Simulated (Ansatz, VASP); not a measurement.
# ZnSe (Stilleite): VASP beside Ansatz

Aim: how closely do two programs agree when they are given the same cell, functional and k mesh? Other levels of theory on this material are compared in a session of their own.

Method: plane waves, with VASP 6.6.1 beside it; band structure at r2SCAN, in Ansatz 0.2.0.

### 1. The structure

The structure is cubic, space group F-43m (No. 216). The conventional cell has a = 5.668 Å, b = 5.668 Å, c = 5.668 Å, α = 90.00°, β = 90.00°, γ = 90.00°. Nearest to Zn lie 4 Se at 2.45 Å. Se has 4 Zn at 2.45 Å nearest. Farther neighbours and most contacts between anions are not listed.

Coordinates:

```
Zn Se
1.0
     0.00000    2.83380    2.83380
     2.83380    0.00000    2.83380
     2.83380    2.83380    0.00000
Zn Se
1 1
Cartesian
  0.0000 0.0000 0.0000
  1.4169 1.4169 1.4169
```

### 2. VASP: band structure, r2SCAN

Levels along a path test the potential and the projectors away from the mesh points.

Lines of VASP's logs that name or quote its potential files are left out, and so is its time.

Input file INCAR:

```
SYSTEM = ZnSe
PREC = Accurate
ENCUT = 400
EDIFF = 1E-06
NELM = 100
ISMEAR = -1
SIGMA = 0.05
LREAL = .FALSE.
ALGO = Normal
METAGGA = R2SCAN
LASPH = .TRUE.
NBANDS = 21
LORBIT = 11
LWAVE = .FALSE.
LCHARG = .FALSE.
KPAR = 2
```

Input file POSCAR:

```
ZnSe
1.0
    0.0000000000      2.8338000000      2.8338000000
    2.8338000000      0.0000000000      2.8338000000
    2.8338000000      2.8338000000      0.0000000000
Zn Se
1 1
Direct
    0.0000000000      0.0000000000      0.0000000000
    0.2500000000      0.2500000000      0.2500000000
```

Input file KPOINTS:

```
Automatic mesh
0
Gamma
6 6 6
0 0 0
```

Input file KPOINTS_OPT:

```
Line mode
16
Line-mode
Reciprocal
  0.00000000   0.00000000   0.00000000 GAMMA
  0.50000000   0.00000000   0.50000000 X

  0.50000000   0.00000000   0.50000000 X
  0.50000000   0.25000000   0.75000000 W

  0.50000000   0.25000000   0.75000000 W
  0.37500000   0.37500000   0.75000000 K

  0.37500000   0.37500000   0.75000000 K
  0.00000000   0.00000000   0.00000000 GAMMA

  0.00000000   0.00000000   0.00000000 GAMMA
  0.50000000   0.50000000   0.50000000 L

  0.50000000   0.50000000   0.50000000 L
  0.62500000   0.25000000   0.62500000 U

  0.62500000   0.25000000   0.62500000 U
  0.50000000   0.25000000   0.75000000 W

  0.50000000   0.25000000   0.75000000 W
  0.50000000   0.50000000   0.50000000 L

  0.50000000   0.50000000   0.50000000 L
  0.37500000   0.37500000   0.75000000 K

  0.62500000   0.25000000   0.62500000 U
  0.50000000   0.00000000   0.50000000 X
```

The projector-augmented-wave data sets are Zn and Se (PBE family, release 64).

Started as:

```sh
mpirun -np 2 vasp_std
```

Numbers of over 12 decimals in the logs are rounded to 6 here.

What it wrote:

```text
[banner, memory and clock lines left out]
running    2 mpi-ranks, on    1 nodes
 distrk:  each k-point on    1 cores,    2 groups
 distr:  one band on    1 cores,    1 groups

 POSCAR found type information on POSCAR ZnSe
 POSCAR found :  2 types and       2 ions
|                                                                             |
|               ----> ADVICE to this user running VASP <----                  |
|                                                                             |
|     You enforced a specific xc type in the INCAR file but a different       |
|     [... a line on the potential file left out ...]
|     I HOPE YOU KNOW WHAT YOU ARE DOING!                                     |
|                                                                             |

 LDA part: xc-table for (None), standard interpolation
 POSCAR, INCAR and KPOINTS ok, starting setup
 FFT: planning ... GRIDC
 FFT: planning ... GRID_SOFT
 FFT: planning ... GRID
 WAVECAR not read
 entering main loop
       N       E                     dE             d eps       ncg     rms          rms(c)
DAV:   1     0.742589244243E+02    0.74259E+02   -0.71304E+03   680   0.820E+02
DAV:   2    -0.201062227263E+02   -0.94365E+02   -0.85371E+02   708   0.207E+02
DAV:   3    -0.276094418371E+02   -0.75032E+01   -0.74391E+01   780   0.583E+01
DAV:   4    -0.276791643874E+02   -0.69723E-01   -0.69703E-01   790   0.578E+00
DAV:   5    -0.276793659904E+02   -0.20160E-03   -0.20160E-03   752   0.301E-01    0.503E+00
DAV:   6    -0.249130874801E+02    0.27663E+01   -0.99656E-01   692   0.242E+01    0.467E+00
DAV:   7    -0.248831229212E+02    0.29965E-01   -0.26666E-01   782   0.658E+00    0.224E+00
DAV:   8    -0.248966328285E+02   -0.13510E-01   -0.31526E-02   772   0.129E+00    0.540E-01
DAV:   9    -0.248983002125E+02   -0.16674E-02   -0.37104E-03   827   0.114E+00    0.101E-01
DAV:  10    -0.248984765826E+02   -0.17637E-03   -0.85682E-04   725   0.284E-01    0.616E-02
DAV:  11    -0.248984545448E+02    0.22038E-04   -0.52118E-04   817   0.474E-01    0.624E-02
DAV:  12    -0.248984340726E+02    0.20472E-04   -0.20889E-04   839   0.317E-01    0.872E-03
DAV:  13    -0.248984414004E+02   -0.73278E-05   -0.11797E-05   806   0.489E-02    0.483E-03
DAV:  14    -0.248984414261E+02   -0.25687E-07   -0.19344E-06   603   0.170E-02
   1 F= -.24898441E+02 E0= -.24898441E+02  d E =-.266415E-09
 Start KPOINTS_OPT (optional k-point list driver)
k-point batch [1-16\160]
       N       E                     dE             ncg
DAV:   1     0.471295717283E+03   -0.35384E+04      672
DAV:   2    -0.111696467079E+04   -0.15883E+04      732
DAV:   3    -0.124145358414E+04   -0.12449E+03      813
DAV:   4    -0.124261495297E+04   -0.11614E+01      770
DAV:   5    -0.124261791558E+04   -0.29626E-02      803
DAV:   6    -0.124261792939E+04   -0.13810E-04      755
DAV:   7    -0.124261792947E+04   -0.79571E-07      648
[...]
k-point batch [145-160\160]
       N       E                     dE             ncg
DAV:   1     0.331464659735E+03   -0.90572E+04      672
DAV:   2    -0.122499029719E+04   -0.15565E+04      680
DAV:   3    -0.134897464193E+04   -0.12398E+03      852
DAV:   4    -0.135019003216E+04   -0.12154E+01      767
DAV:   5    -0.135019343188E+04   -0.33997E-02      765
DAV:   6    -0.135019344990E+04   -0.18017E-04      777
DAV:   7    -0.135019345002E+04   -0.12125E-06      629
```

Parts of OUTCAR (step 2):

```text
ion  position               nearest neighbor table
   1  0.000  0.000  0.000-   2 2.45   2 2.45   2 2.45   2 2.45
   2  0.250  0.250  0.250-   1 2.45   1 2.45   1 2.45   1 2.45

  LATTYP: Found a face centered cubic cell.
 ALAT       =     5.6676000000

 Subroutine GETGRP returns: Found 24 space group operations
 (whereof 24 operations were pure point group operations)

The static configuration has the point symmetry T_d .

 Found     16 irreducible k-points:

   k-points           NKPTS =     16   k-points in BZ     NKDIM =     16   number of bands    NBANDS=     21

   dimension x,y,z NGX =    28 NGY =   28 NGZ =   28
   dimension x,y,z NGXF=    56 NGYF=   56 NGZF=   56

   ENCUT  =  400.0 eV  29.40 Ry    5.42 a.u.   6.54  6.54  6.54*2*pi/ulx,y,z

   NELECT =      18.0000    total number of electrons

 k-points in reciprocal lattice and weights: Automatic mesh
   0.00000000  0.00000000  0.00000000       0.005
   0.16666667  0.00000000  0.00000000       0.037
   0.33333333  0.00000000  0.00000000       0.037
   0.50000000  0.00000000  0.00000000       0.019
   0.16666667  0.16666667  0.00000000       0.028
   0.33333333  0.16666667  0.00000000       0.111
   0.50000000  0.16666667  0.00000000       0.111
  -0.33333333  0.16666667  0.00000000       0.111
  -0.16666667  0.16666667  0.00000000       0.056
[...]
-0.33333333  0.33333333  0.16666667       0.111
  -0.33333333  0.50000000  0.16666667       0.056

 average (electrostatic) potential at core
       1 -42.6548       2 -60.4119

 E-fermi :   2.2490

 k-point     1 :       0.0000    0.0000    0.0000
  band No.  band energies     occupation
    ...
      5      -4.9842      2.00000
      6      -4.9842      2.00000
      7       1.3008      2.00000
      8       1.3009      2.00000
      9       1.3009      2.00000
     10       3.1653      0.00000
     11       7.6139      0.00000
     12       7.6141      0.00000
     13       7.6141      0.00000
     14      11.8870      0.00000
    ...

 k-point     2 :       0.1667    0.0000    0.0000
  band No.  band energies     occupation
    ...
      5      -4.9854      2.00000
      6      -4.9854      2.00000
      7      -0.5534      2.00000
      8       1.0459      2.00000
      9       1.0460      2.00000
     10       4.3716      0.00000
     11       7.6736      0.00000
     12       8.0263      0.00000
     13       8.0265      0.00000
     14      12.3131      0.00000
    ...

 k-point     3 :       0.3333    0.0000    0.0000
  band No.  band energies     occupation
    ...
      5      -4.9776      2.00000
      6      -4.9775      2.00000
      7      -2.7850      2.00000
      8       0.6102      2.00000
      9       0.6102      2.00000
     10       4.4974      0.00000
     11       8.2791      0.00000
     12       8.2793      0.00000
     13       9.4143      0.00000
     14      12.3330      0.00000
    ...

  Total       -0.0846340     -0.0846340     -0.0846340     -0.0000000     -0.0000000     -0.0000000
  in kB       -2.9793261     -2.9793261     -2.9793261     -0.0000000     -0.0000000     -0.0000000
  external PRESSURE =      -2.9793261 kB  Pullay stress =       0.0000000 kB

  energy-cutoff  :      400.00
  volume of cell :       45.51
      direct lattice vectors                 reciprocal lattice vectors
     0.000000000  2.833800000  2.833800000    -0.176441527  0.176441527  0.176441527
     2.833800000  0.000000000  2.833800000     0.176441527 -0.176441527  0.176441527
     2.833800000  2.833800000  0.000000000     0.176441527  0.176441527 -0.176441527

 POSITION                                       TOTAL-FORCE (eV/Angst)
 -----------------------------------------------------------------------------------
      0.00000      0.00000      0.00000         0.000000      0.000000      0.000000
      1.41690      1.41690      1.41690        -0.000000     -0.000000     -0.000000
 -----------------------------------------------------------------------------------
    total drift:                                0.000005      0.000005      0.000006

  FREE ENERGIE OF THE ION-ELECTRON SYSTEM (eV)
  ---------------------------------------------------
  free  energy   TOTEN  =       -24.8984414261 eV

  energy  without entropy=      -24.8984414258  energy(sigma->0) =      -24.89844143

 total charge
# of ion       s       p       d       tot
------------------------------------------
    1        0.511   0.443   9.802  10.756
    2        1.430   2.485   0.030   3.944
--------------------------------------------------
tot          1.940   2.928   9.832  14.700

[... 3 further parts left out ...]
```

Spin-orbit coupling is off here; it would split degenerate levels, and it lifts a valence top of Se p states by about 0.1 eV.

### 3. Ansatz: band structure, r2SCAN

Ansatz runs on its default PAW (the set named soft_2) files.

The same cell, functional, mesh and smearing now go to Ansatz, which takes its cutoff from its data sets.

Input file input.yaml:

```yaml
crystal:
  lattice:
    - [0.0, 2.8338, 2.8338]
    - [2.8338, 0.0, 2.8338]
    - [2.8338, 2.8338, 0.0]
  atoms:
    - { symbol: Zn, position: [0.0, 0.0, 0.0] }
    - { symbol: Se, position: [0.25, 0.25, 0.25] }
hamiltonian:
  xc: r2scan
  pseudopotentials: { kind: paw }
kpoints:
  mp_grid: { grid: [6, 6, 6] }
  band_path:
    path:
      - [0.0, 0.0, 0.0]
      - [0.16667, 0.0, 0.16667]
      - [0.33333, 0.0, 0.33333]
      - [0.5, 0.0, 0.5]
      - [0.5, 0.08333, 0.58333]
      - [0.5, 0.18333, 0.68333]
      - [0.5, 0.25, 0.75]
      - [0.45, 0.3, 0.75]
      - [0.40833, 0.34167, 0.75]
      - [0.35, 0.35, 0.7]
      - [0.225, 0.225, 0.45]
      - [0.075, 0.075, 0.15]
      - [0.03333, 0.03333, 0.03333]
      - [0.23333, 0.23333, 0.23333]
      - [0.4, 0.4, 0.4]
      - [0.51667, 0.46667, 0.51667]
      - [0.55833, 0.38333, 0.55833]
      - [0.60833, 0.28333, 0.60833]
      - [0.60833, 0.25, 0.64167]
      - [0.55833, 0.25, 0.69167]
      - [0.51667, 0.25, 0.73333]
      - [0.5, 0.3, 0.7]
      - [0.5, 0.38333, 0.61667]
      - [0.5, 0.48333, 0.51667]
      - [0.475, 0.475, 0.55]
      - [0.425, 0.425, 0.65]
      - [0.38333, 0.38333, 0.73333]
      - [0.59167, 0.18333, 0.59167]
      - [0.55, 0.1, 0.55]
      - [0.5, 0.0, 0.5]
    npoints: 1
scf:
  occupations: { method: fermi_dirac, width: 0.05 }
  n_extra_bands: 7
output:
  forces: true
  stress: true
  eigenvalues: true
```

Started as:

```sh
ansatz run input.yaml --threads 2 --pin off --max-ram 4608MiB --backend cpu --events-out ev --progress --plain --runs-dir out
```

What it wrote:

```text
scf.n_extra_bands = 7 over 14 filled bands (N_el = 28.0): the run solves 21 bands
Engine: ansatz 0.2.0, aarch64-unknown-linux-gnu
Pseudopotentials: kind: paw
Pseudopotential: Zn, paw, valence charge 12, recommended cutoff 500 eV (meta_gga), Zn.paw.azcp
Pseudopotential: Se, paw, valence charge 16, recommended cutoff 500 eV (meta_gga), Se.paw.azcp
Functional definition: r2SCAN
  parameter k0 = 0.174
  parameter k1 = 0.065
  parameter a1 = 4.9479
  exchange = r2scan_x(k0 = k0, k1 = k1, a1 = a1)
  correlation = r2scan_c
Crystal: 2 atoms, lattice volume = 45.513 Å³
Basis set: ecut = 500 eV, 1139 PW (Γ), exchange–correlation on 120×120×120 points (64 copies of the dense FFT grid, shifted against one another)
Bands: 21, of which v1, the nominal top of the filled ones, is band 14 counted from 1 (13 counted from 0)
Symmetry: 24 space group operations
Space group: F-43m (ITA 216), of the structure as read, at distance tolerance 3.6e-5 Å
k-points: 16 of 216 (time reversal used)
Non-local potential: Zn, projectors of the file, l = 0: 2, l = 1: 2, l = 2: 3, l = 3: 1
Non-local potential: Se, projectors of the file, l = 0: 2, l = 1: 2, l = 2: 3, l = 3: 1
PAW form: soft (Blöchl's): semilocal exchange-correlation on the pseudo side does not see the compensation charge
PAW frozen core: Zn, regenerated for the run's functional (the file was generated under x = pbe(κ = 0.804, μ = 0.219515), c = pbe(β = 0.066725))
PAW frozen core: Se, regenerated for the run's functional (the file was generated under x = pbe(κ = 0.804, μ = 0.219515), c = pbe(β = 0.066725))
PAW one-centre angular grid: Zn, 590 points (default); XC on 261 of its mesh's 2673 points in the sphere
PAW one-centre angular grid: Se, 590 points (default); XC on 160 Gauss nodes
Initial density: superposition of atomic densities (neutral atoms: chi_scale 0, normalization atom), corrected by the library's trained network
Initial wavefunctions: pseudopotential atomic-orbital guess
Functional: x = r2scan, c = r2scan; τ floored in thin density (d = 2e-4 eV/Å³)
SCF iter   1: F=—  HF=-8805.498150 eV  |F-HF|=—  |Δ(HF+E_count)|=         —  Δρ=1.41e-2  dr2=4.22e-2  dr2_τ=5.69e-3  ethr=1.77e-3  ⟨swp⟩=5.7  Hψ=1739  notcnv=0  defer=3
preconditioner: auto → none  [insulator: Δε(μ)=1.858 eV  Ē_g=15.343 eV  σ=0.050 eV  W_gap=1.00  n_scr=14 (ndim 8)  ℏωp=23.4 eV  f_vac=0.116  D(μ)=0.00/eV (n_scr^D=0)  ε∞_Penn≈3.3]
SCF iter   2: F=—  HF=-8805.498065 eV  |F-HF|=—  |Δ(HF+E_count)|=   8.49e-5  Δρ=3.24e-3  dr2=5.50e-3  dr2_τ=1.95e-4  ethr=1.51e-4  ⟨swp⟩=2.2  Hψ=669  notcnv=0  defer=38
SCF iter   3: F=—  HF=-8805.494472 eV  |F-HF|=—  |Δ(HF+E_count)|=   3.59e-3  Δρ=2.71e-3  dr2=1.40e-3  dr2_τ=1.23e-5  ethr=1.96e-5  ⟨swp⟩=2.0  Hψ=500  notcnv=0  defer=38
SCF iter   4: F=—  HF=-8805.494656 eV  |F-HF|=—  |Δ(HF+E_count)|=   1.84e-4  Δρ=5.64e-4  dr2=8.44e-5  dr2_τ=3.98e-6  ethr=4.98e-6  ⟨swp⟩=2.0  Hψ=581  notcnv=0  defer=38
SCF iter   5: F=—  HF=-8805.494645 eV  |F-HF|=—  |Δ(HF+E_count)|=   1.14e-5  Δρ=3.94e-5  dr2=4.69e-7  dr2_τ=1.66e-8  ethr=3.02e-7  ⟨swp⟩=2.0  Hψ=522  notcnv=0  defer=38
SCF iter   6: F=—  HF=-8805.494645 eV  |F-HF|=—  |Δ(HF+E_count)|=   3.66e-8  Δρ=3.02e-5  dr2=3.53e-7  dr2_τ=4.11e-9  ethr=3.57e-10  ⟨swp⟩=9.1  Hψ=1645  notcnv=0
SCF iter   7: F=-8805.494645 eV  HF=-8805.494645 eV  |F-HF|=5.20e-10  |Δ(HF+E_count)|=   2.58e-8  Δρ=7.24e-6  dr2=1.76e-8  dr2_τ=8.60e-11  ethr=3.57e-10  ⟨swp⟩=4.0  Hψ=1296  notcnv=0
SCF 1 converged in 7 iterations: F = -8805.494645 eV  dr2 = 1.76e-8
  greatest PAW one-centre occupation: 1.000 electrons in one spin orbital (limit 2), on the Se atom at site 1 (counted from 0), in its partial waves of l = 2
NSCF: frozen V_eff on 30 k-points
SCF converged after 7 iterations
Free energy (F): -8805.494645 eV
Harris-Foulkes:  -8805.494645 eV  (|F-HF|=5.20e-10)
Internal energy: -8805.494645 eV  (E = F + TS)
E sigma→0 (E₀):  -8805.494645 eV
Fermi energy:    7.427760 eV
--- Per-component energies (eV) ---
  E_band       = -399.655537
  E_kinetic    = 249.554332
  E_local      = -4397.978964  (includes V_loc(G=0)·N_el)
  E_nonlocal   = 22.962502
  E_hartree    = 2040.576489
  E_xc         = -222.213231
  E_vxc        = -159.258344  (∫ρ·V_xc dr)
  E_paw        = -3775.505307  (= ΣΔE_a)
  E_vpaw       = -204.156148  (= ΣTr[D̂ρ^β])
  E_aug_tail   = -0.000232  (compensation charges beyond the density's cutoff)
  E_vtau       = 8.074510  (kinetic-family band-sum trace: ∫τ·v_τ [+ j·A + Jᵃ·Aᵃ] dr)
  E_ewald      = -2720.942845
  E_core_change = -1.947389  (= ΣΔE_core)
  E_smearing   = -0.000000  (= −TS)
  E_closure    = 0.000000  (closes the sum)
  Σ components = -8805.494645   (vs F -8805.494645, Δ=0.00e0)
--- Forces (eV/Å), atoms counted from 1 ---
  atom   1  Zn     0.00000000    -0.00000000     0.00000000
  atom   2  Se    -0.00000000    -0.00000000     0.00000000
  max |Σ_I F_I| component: 1.80e-16 eV/Å
--- Stress (GPa, compression-positive) ---
       -0.054364      -0.000000      -0.000000
       -0.000000      -0.054364       0.000000
        0.000000       0.000000      -0.054364
  P = ⅓ Tr σ = -0.0544 GPa (-0.544 kbar)
--- Band table (eV; the first three rows and the last of 16) ---
  k-point 0: bands = [... 10 lower, 0.1753, 6.4684, 6.4684, 6.4684, 8.3305, 12.7876, 12.7876, 12.7876, ... 3 higher]
  k-point 1: bands = [... 10 lower, 0.1738, 4.6146, 6.2132, 6.2132, 9.5362, 12.8429, 13.2001, 13.2001, ... 3 higher]
  k-point 2: bands = [... 10 lower, 0.1819, 2.3823, 5.7770, 5.7770, 9.6649, 13.4534, 13.4534, 14.5757, ... 3 higher]
  k-point 15: bands = [... 10 lower, 0.4501, 1.7319, 3.7889, 3.8722, 11.3106, 11.7428, 15.3621, 15.6551, ... 3 higher]
```

Elapsed: 6.3 s, on 2 threads of Arm Neoverse N1, shared host; peak memory 0.4 GiB.

### 4. Differences

Known differences besides the potentials themselves: VASP keeps PBE cores, Ansatz makes them for the functional; the data sets hold 28 valence electrons in Ansatz (default PAW (the set named soft_2) files) and 18 in VASP; the cutoff is 500 eV in Ansatz and 400 eV in VASP. Total energies have different zeros and are not compared.

The two programs side by side:

| quantity | Ansatz | VASP | difference |
| --- | --- | --- | --- |
| pressure (GPa) | -0.05 | -0.30 | +0.24 |
| gap over the path points (eV) | 1.862 | 1.864 | -0.002 |

Levels at points of the path, from each program's valence-band top (eV; 4 filled, then empty):

```
k (reciprocal lattice)                                   Ansatz                                     VASP
     0.000 0.000 0.000      -6.29 0.00 0.00 0.00 1.86 6.32 6.32      -6.29 0.00 0.00 0.00 1.86 6.31 6.31
     0.167 0.000 0.167   -6.28 -1.78 -0.70 -0.70 3.78 5.14 7.47   -6.27 -1.79 -0.70 -0.70 3.78 5.14 7.47
     0.333 0.000 0.333   -6.26 -3.77 -1.77 -1.77 3.82 4.35 9.57   -6.25 -3.77 -1.77 -1.77 3.82 4.35 9.57
     0.500 0.000 0.500  -6.11 -4.79 -2.23 -2.23 3.34 3.87 11.49  -6.11 -4.79 -2.23 -2.23 3.33 3.87 11.51
     0.500 0.083 0.583  -6.08 -4.78 -2.39 -2.36 3.76 4.28 10.65  -6.07 -4.78 -2.39 -2.36 3.75 4.27 10.65
     0.500 0.183 0.683   -6.01 -4.73 -2.73 -2.63 5.10 5.50 8.52   -6.00 -4.73 -2.73 -2.63 5.10 5.50 8.52
     0.500 0.250 0.750   -5.99 -4.71 -2.82 -2.71 5.83 6.07 7.59   -5.99 -4.71 -2.82 -2.71 5.83 6.08 7.59
     0.450 0.300 0.750   -6.00 -4.72 -3.00 -2.33 5.01 6.08 8.18   -6.00 -4.72 -3.00 -2.33 5.01 6.08 8.18
     0.408 0.342 0.750   -6.02 -4.74 -3.12 -1.95 4.22 6.06 9.14   -6.02 -4.74 -3.12 -1.95 4.22 6.06 9.14
     0.350 0.350 0.700   -6.04 -4.73 -3.22 -1.67 4.16 6.60 9.30   -6.03 -4.73 -3.21 -1.67 4.16 6.60 9.29
```

Among the levels compared at these points, filled levels agree within 8 meV and empty ones within 12 meV.

### 5. Outcome

```yaml
difference_in_gap_over_the_path_points_band_structure_r2scan: -0.0023 eV
```

The difference in gap over the path points is -0.0023 eV (band structure, r2SCAN), within the 0.08 eV picked in this series as the mark of a large difference. 3 further runs of this series are not shown here. How closely two codes agree says nothing of how well the functional describes the real material.

[Lines on the potential files, build, host, timing and source positions are cut from VASP's logs without a mark.]

[Logs are printed without paths, hosts, clocks, repeated set-up lines and the standing remarks that a program may print on its own settings, such as how far it seeks lower states.]

[Hosts, paths, dates, database ids (printed as entryN), source tags and the programs' standing remarks are cut or masked in the printed files.]
